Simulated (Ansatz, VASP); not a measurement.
Two plane-wave programs on Se

Contents of INCAR:

```
PREC = Accurate
ENCUT = 520
EDIFF = 1E-6
ISMEAR = 0
SIGMA = 0.03
LREAL = F
LASPH = T
NELM = 60
ALGO = Normal
ISIF = 2
LWAVE = F
LCHARG = F
NBANDS = 16
```

Contents of KPOINTS:

```
Automatic mesh
0
Gamma
  9 9 6
```

File POSCAR:

```
Se
1.0
    3.9534579885      0.0000000000      0.0000000000
   -1.9767289943      3.4237950508      0.0000000000
    0.0000000000      0.0000000000      5.1205317866
Se
3
Direct
    0.2543546533      1.0000000000      0.3333333333
    1.0000000000      0.2543546533      0.6666666667
    0.7456453467      0.7456453467      1.0000000000
```

Input for Ansatz:

```yaml
crystal:
  lattice:
    - [3.9534579885, 0.0, 0.0]
    - [-1.9767289943, 3.4237950508, 0.0]
    - [0.0, 0.0, 5.1205317866]
  atoms:
    - { symbol: Se, position: [0.2543546533, 1.0, 0.3333333333] }
    - { symbol: Se, position: [1.0, 0.2543546533, 0.6666666667] }
    - { symbol: Se, position: [0.7456453467, 0.7456453467, 1.0] }
hamiltonian:
  xc: lda
  pseudopotentials:
    kind: paw
    azcp:
      Se: "pseudopotentials/Se.paw.azcp"
basis:
  ecutwfc: 420
  fft_grid_basis: typed
kpoints:
  mp_grid: { grid: [9, 9, 6], shift: [0, 0, 0] }
magnetization:
  spin_polarized: false
scf:
  occupations: { method: gaussian, width: 0.03 }
  lower_state_search: "off"
output:
  stress: true
```

Alike in both runs: task single point; functional LDA; k mesh 9 × 9 × 6; occupations gaussian, width 0.03 eV; no spin polarisation.

```csv
,VASP,Ansatz
version,VASP 6.6.1,Ansatz 0.2.0
potentials or method,"VASP PAW LDA potentials, release 64 (Se)","plane waves (420 eV) with PAW, scalar-relativistic"
plane-wave cutoff (eV),520,420
valence electrons in the cell,18,48
```

Ansatz gave:

- pressure (GPa): 0.0
- largest component of the traceless stress (GPa): 0.02

Task: Which values does VASP return?

Result: Pressure (GPa): 0.2; largest component of the traceless stress (GPa): 0.09.

The two sets of potentials don't hold the same shells in valence. Ansatz warned: «pseudo_functional_mismatch».
